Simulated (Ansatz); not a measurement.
Task: an optical spectrum of GaP, space group F-43m, with Ansatz's Python interface. Give the script and its output. Settings: PBEsol, PAW, cutoff 550 eV, 6×6×6 k-points, fixed occupations.

Input file `gap.xyz`:
```text
2
Lattice="0.0 2.72525 2.72525 2.72525 0.0 2.72525 2.72525 2.72525 0.0" Properties=species:S:1:pos:R:3 pbc="T T T"
Ga    0.00000000    0.00000000    0.00000000
P     1.36262500    1.36262500    1.36262500
```

The script, `optics.py`:
```python
"""Independent-particle optical spectrum of GaP."""

from dataclasses import dataclass

import ansatz
import numpy as np


@dataclass
class Options:
    cutoff_ev: int = 550
    occupations: str = "fixed"
    mesh: tuple[int, ...] = (6, 6, 6)
    scf_tol: float = 1e-09


settings = Options()

structure = ansatz.Crystal.from_extxyz("gap.xyz")

setup = (
    structure.calculation()
    .pseudopotentials("paw")
    .basis(settings.cutoff_ev)
    .occupations(settings.occupations)
    .functional(ansatz.Functional.PBESOL)
    .kpoints(*settings.mesh)
    .scf(tolerance=settings.scf_tol)
    .optics(energy_step=0.05, nscf_kmesh=(8, 8, 8), broadening_width=0.2)
)
out = setup.run(threads=1, pin="off")
spectra = out.optics()
energy, filling = np.asarray(spectra.photon_energy_ev), spectra.band_filling
gapped = filling.kind == "insulating"
eps1 = np.asarray(filling.eps1 if gapped else filling.eps1_interband)[:3].mean(axis=0)
eps2 = np.asarray(filling.eps2 if gapped else filling.eps2_interband)[:3].mean(axis=0)
print("filling:", filling.kind, "- valid up to", round(spectra.valid_up_to_ev, 2), "eV,", spectra.n_bands, "bands")
top = min(10, spectra.valid_up_to_ev)
# mean of xx, yy and zz; between bands only where the bands are partly filled
print("E (eV)    eps1      eps2")
for e in np.arange(0.5, top + 0.01, 0.5):
    print(f"{e:5.1f} {np.interp(e, energy, eps1):9.3f} {np.interp(e, energy, eps2):9.3f}")
if gapped:
    print("eps_inf, bands beyond those summed included:", np.round(filling.eps_inf[:3], 3))
print("f-sum electrons:", np.round(filling.get("f_sum_n_eff"), 3))
```

```console
$ python optics.py
DeckWarning: scf.convergence.dr2_threshold = 1e-9 eV is looser than 1e-11 eV, the default for `output.optics` on PAW and all-electron files: empty levels that such a close leaves unsettled move lines [...]
filling: insulating - valid up to 3.21 eV, 13 bands
E (eV)    eps1      eps2
  0.5    11.246     0.000
  1.0    11.804     0.000
  1.5    13.025     0.015
  2.0    15.293     0.797
  2.5    20.445     3.174
  3.0    15.892    13.220
eps_inf, bands beyond those summed included: [11.33 11.33 11.33]
f-sum electrons: [6.883 6.883 6.883]
```
(Warnings from the package without file and line, shortened.)

What to keep in mind:
- The structure is a deposited one; some such entries were measured under pressure or heat, so a shift against it needn't be the functional's error alone.
- Independent-particle spectra on Kohn-Sham bands hold no excitons, and semilocal gaps are too small.
- Wall time of the script: 14 s on 1 thread of Arm Neoverse V1, with other jobs on the host, peak memory 0.43 GiB.
